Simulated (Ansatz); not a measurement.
# TiS2: the cost of one run

Program: Ansatz 0.2.0. Level of theory: DFT PBE with spin–orbit coupling, plane waves, PAW (the target; the first runs use scalar-relativistic PBE). These are calculated values, not measurements.

3 further runs of the same task are left out: 1 for a known fault of the program, 1 that didn't finish, 1 set aside as unsound or not needed. Runs told in other sessions of the task aren't counted.

**1. Starting point**

Symmetry: P-3m1, No. 164, trigonal system. Conventional cell: a = 3.462 Å, b = 3.462 Å, c = 5.586 Å, α = 90.00°, β = 90.00°, γ = 120.00°. Around Ti (site symmetry -3m) lie 6 S at 2.44 Å. Around S (site symmetry 3m) lie 3 Ti at 2.44 Å.

Structure file:

```xyz
3
Lattice="3.4624 0.0000 0.0000 -1.7312 2.9986 0.0000 0.0000 0.0000 5.5856" Properties=species:S:1:pos:R:3 pbc="T T T"
Ti    0.0000    0.0000    0.0000
S     0.0000    1.9990    1.4076
S     1.7312    0.9995    4.1780
```

**2. Full relaxation (PBE, 6×6×4 mesh)**

Input file input.yaml:

```yaml
crystal:
  lattice:
    - [3.4624299588, 0.0, 0.0]
    - [-1.7312149794, 2.9985523031, 0.0]
    - [0.0, 0.0, 5.5856181411]
  atoms:
    - { symbol: Ti, position: [0.0, 0.0, 0.0] }
    - { symbol: S, position: [0.3333333333, 0.6666666667, 0.252] }
    - { symbol: S, position: [0.6666666667, 0.3333333333, 0.748] }
basis:
  ecutwfc: 420
  ecutrho_ratio: 4
kpoints:
  mp_grid: { grid: [6, 6, 4] }
hamiltonian:
  xc: pbe
scf:
  occupations: { method: gaussian, width: 0.05 }
output:
  forces: true
  stress: true
  eigenvalues: true
relax:
  f_tol: 0.03
  max_steps: 60
  cell: { stress_tol: 0.3 }
```

Command:

```bash
> ansatz run input.yaml --threads 4 --pin off --max-ram 7168MiB --backend cpu --events-out ev --progress --plain --runs-dir out
```

What time and memory should one allow on 4 threads of Arm Neoverse V2, shared host?

About 4.3 s, with a peak of 0.36 GiB.
